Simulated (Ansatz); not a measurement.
# TlCl (Pm-3m): phonons

Method: r²SCAN, PAW on Ansatz 0.2.0's default frozen-core files (fitted under PBE), scalar-relativistic.

The cell comes from a PAW relaxation under the same functional.

Command:

```sh
ansatz run input.yaml --threads 2 --pin off --max-ram 5120MiB --backend cpu --events-out ev --progress --plain --runs-dir out
```

Input file:

```yaml
crystal:
  lattice:
    - [3.8370137785, 0.0, 0.0]
    - [0.0, 3.8370137785, 0.0]
    - [0.0, 0.0, 3.8370137785]
  atoms:
    - { symbol: Tl, position: [0.0, 0.0, 0.0] }
    - { symbol: Cl, position: [0.5, 0.5, 0.5] }
kpoints:
  mp_grid: { grid: [6, 6, 6] }
scf:
  occupations: { method: fixed }
hamiltonian:
  xc: r2scan
  pseudopotentials: { kind: paw }
phonons:
  method: dfpt
  dielectric: true
  rigid_motions: translations
```

Output:

```
Warning: RAYON_NUM_THREADS=2 ignored (pool sized by the plan → 2); use --threads N
Engine: ansatz 0.2.0, x86_64-unknown-linux-gnu
Pseudopotentials: kind: paw
Pseudopotential: Tl, paw, valence charge 13, recommended cutoff 500 eV (meta_gga), Tl.paw.azcp
Pseudopotential: Cl, paw, valence charge 7, recommended cutoff 500 eV (meta_gga), Cl.paw.azcp
Functional definition: r2SCAN
  parameter k0 = 0.174
  parameter k1 = 0.065
  parameter a1 = 4.9479
  exchange = r2scan_x(k0 = k0, k1 = k1, a1 = a1)
  correlation = r2scan_c
Crystal: 2 atoms, lattice volume = 56.491 Å³
Basis set: ecut = 500 eV, 1365 PW (Γ), exchange–correlation on 150×150×150 points (125 copies of the dense FFT grid, shifted against one another)
Bands: 14, of which v1, the nominal top of the filled ones, is band 10 counted from 1 (9 counted from 0)
Symmetry: 48 space group operations
k-points: 40 of 216 (irreducible under 8 space group operations, time reversal used)
Non-local potential: Tl, projectors of the file, l = 0: 2, l = 1: 2, l = 2: 2, l = 3: 1
Non-local potential: Cl, projectors of the file, l = 0: 2, l = 1: 2, l = 2: 2
[... 61 lines left out ...]
        0.000000     4.938867     0.000000
        0.000000     0.000000     4.938867
  ε⁰ (static dielectric tensor: ions relaxed, cell fixed):
       59.679705     0.000000     0.000000
        0.000000    59.679705     0.000000
        0.000000     0.000000    59.679705
  ε⁰ − ε∞ (ionic part):
       54.740838     0.000000     0.000000
        0.000000    54.740838     0.000000
        0.000000     0.000000    54.740838
  softest optical mode at Γ: 46.57 cm⁻¹; the repairs (sum rule, projections) moved no ω² at Γ by more than (3.65 cm⁻¹)²
  Born effective charges Z* (e; rows j = field, columns β = displacement):
    site 0:
         2.02934    0.00000    0.00000
        -0.00000    2.02934    0.00000
         0.00000   -0.00000    2.02934
    site 1:
        -2.02934   -0.00000    0.00000
         0.00000   -2.02934    0.00000
         0.00000    0.00000   -2.02934
  Z* charge neutrality: 2.421e-3 e pre-enforcement
  solved inside a basis spanned on kpoints, on 6×6×6 k-points, its susceptibility summed on 10×10×10: ε∞ is read to err by 1.7e-2, Z* by 1.6e-2 e (field_mesh: kpoints solves on kpoints); Z* is corrected for what the basis lacks
  optical modes at Γ without the LO–TO term, one row a degenerate level:
      ω (cm⁻¹)  modes    IR ((D/Å)²/amu)
         46.57      3             9.4350
  optical modes at Γ + LO–TO along q̂ = [1.0000, 0.0000, 0.0000]:
      ω (cm⁻¹)  modes    IR ((D/Å)²/amu)
         46.57      2             6.2900
        161.90      1             3.1450
  optical modes at Γ + LO–TO along q̂ = [0.0000, 1.0000, 0.0000]:
      ω (cm⁻¹)  modes    IR ((D/Å)²/amu)
         46.57      2             6.2900
        161.90      1             3.1450
  optical modes at Γ + LO–TO along q̂ = [0.0000, 0.0000, 1.0000]:
      ω (cm⁻¹)  modes    IR ((D/Å)²/amu)
         46.57      2             6.2900
        161.90      1             3.1450
```

The calculation finished and met its thresholds.

**Field response**

Linear response of an insulating crystal by Kohn-Sham DFT to a field and to zone-centre displacements, local fields included; Born charges neutralised; LO modes for wave vectors along x and z; Cartesian axes as in the input.

| Item | Value |
| --- | --- |
| Dielectric electronic (x, y, z) | 4.939, 4.939, 4.939 |
| Dielectric static (x, y, z) | 59.68, 59.68, 59.68 |
| Highest phonon with field along x | 161.9 cm⁻¹ |
| Highest phonon with field along z | 161.9 cm⁻¹ |
| Highest phonon without field | 46.57 cm⁻¹ |

| atom | born charge xx (e) | born charge yy (e) | born charge zz (e) |
| --- | --- | --- | --- |
| Tl1 | 2.029 | 2.029 | 2.029 |
| Cl2 | -2.029 | -2.029 | -2.029 |

**Zone-centre phonons**

Harmonic phonons of a crystal by Kohn-Sham DFT at the given cell, standard atomic masses, acoustic sum rule imposed; negative wavenumbers are unstable modes; optical zone-centre levels upwards with Mulliken labels, activity, and the element with most of the kinetic energy.

```
Point group : m-3m
```

```csv
number,phonon wavenumber (cm⁻¹),label,infrared,raman,lead element
1,46.6,T1u,yes,no,Cl
```

Known limits: frozen-core PAW files fitted under PBE, their cores solved anew for the functional of the run; no spin-orbit coupling on heavy atoms; zone-boundary modes aren't tested; field response not resolved by the mesh; no LO-TO term at the zone centre.

Cost: 28 s on 2 threads of Intel(R) Xeon(R) Platinum 8488C (Sapphire Rapids), with other jobs on the host, peak memory 1.2 GiB.
